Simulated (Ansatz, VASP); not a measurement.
# AgCl in VASP and in Ansatz

Contents of POSCAR:

```
AgCl
1.0
    0.0000000000      2.9932461729      2.9932461729
    2.9932461729      0.0000000000      2.9932461729
    2.9932461729      2.9932461729      0.0000000000
Ag Cl
1 1
Direct
    0.0000000000      0.0000000000      0.0000000000
    0.2500000000      0.2500000000      0.2500000000
```

Contents of INCAR.step1:

```
PREC = Accurate
ENCUT = 520
EDIFF = 1E-5
ISMEAR = 0
SIGMA = 0.01
LREAL = False
LASPH = True
NELM = 80
ALGO = Normal
ISIF = 2
LWAVE = True
LCHARG = False
GGA = PE
NBANDS = 16
```

File INCAR.step2:

```
PREC = Accurate
ENCUT = 520
EDIFF = 1E-7
ISMEAR = 0
SIGMA = 0.01
LREAL = False
LASPH = True
NELM = 80
ALGO = Normal
ISIF = 2
LWAVE = False
LCHARG = False
GGA = PE
LHFCALC = True
AEXX = 0.25
PRECFOCK = Normal
HFRCUT = -1
ISTART = 1
NBANDS = 16
```

KPOINTS

```
Automatic mesh
0
Gamma
  4 4 4
```

Input for Ansatz:

```yaml
crystal:
  lattice:
    - [0.0, 2.9932461729, 2.9932461729]
    - [2.9932461729, 0.0, 2.9932461729]
    - [2.9932461729, 2.9932461729, 0.0]
  atoms:
    - { symbol: Ag, position: [0.0, 0.0, 0.0] }
    - { symbol: Cl, position: [0.25, 0.25, 0.25] }
kpoints:
  mp_grid: { grid: [4, 4, 4] }
hamiltonian:
  xc: pbe0
scf:
  occupations: { method: fixed }
  n_extra_bands: 4
output:
  forces: true
  stress: true
  eigenvalues: true
```

Alike in both runs: task single point; functional PBE0; k mesh 4 × 4 × 4; no spin polarisation.

```csv
,VASP,Ansatz
version,VASP 6.6.1,Ansatz 0.2.0
potentials or method,"VASP PAW PBE potentials, release 64 (Ag, Cl)",plane waves
plane-wave cutoff (eV),520,420
occupations,"gaussian, width 0.01 eV",fixed
valence electrons in the cell,18,26
```

VASP gave:

```
gap on the k mesh at the Fermi level (eV) : 3.43
pressure (GPa)                            : 0.9
```

Task: Which values does Ansatz return?

Result: gap on the k mesh at the Fermi level (eV): 3.44; pressure (GPa): 1.1.

The two sets of potentials don't hold the same shells in valence. Ansatz warned: «stress_exchange_threshold_loose».

Caveats: the k mesh is coarse (spacing up to 0.45 Å⁻¹), so the values aren't converged, least of all with exact exchange; the PAW data sets were made with another functional, which shifts forces and pressure a little (VASP).
